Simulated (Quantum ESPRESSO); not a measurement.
# MnO: Wannier functions under several settings

```xyz
2
Lattice="2.9713 -1.7170 0.0000 2.9713 1.7170 0.0000 -1.9846 0.0000 2.8103" Properties=species:S:1:pos:R:3 pbc="T T T"
Mn    1.9788    0.0000    1.4070
O     3.9609    0.0000    0.7007
```

The cell comes from a database or a generator and needn't be the stable form of this composition.

All runs used Quantum ESPRESSO 7.5; potentials PseudoDojo 0.4.1 SR PBEsol standard; k mesh 7 × 7 × 7; given cell; collinear spin, ferromagnetic start; cutoff 1306 eV; occupations fermi-dirac, width 0.05 eV.

```csv
level,start,Wannier mesh,spread a function (Å²),RMS miss of the bands (meV)
PBEsol,atomic projections with disentanglement,5 × 5 × 5,?,?
PBEsol,"atomic projections with disentanglement, not minimised",5 × 5 × 5,1.03,4
PBEsol,SCDM with an erfc weight,5 × 5 × 5,1.20,28
```

Problem. What stands in the row left open?

Solution. Spread a function 0.73 Å²; RMS miss of the bands 6 meV.

Caveats: a cell with one magnetic atom can't hold antiferromagnetic order, which such compounds often take; the Wannier minimisation didn't converge (some runs).

For the row left open. Caveat: the k mesh is coarse; the Wannier minimisation didn't converge; a cell with one magnetic atom can't hold antiferromagnetic order, which such compounds often take.
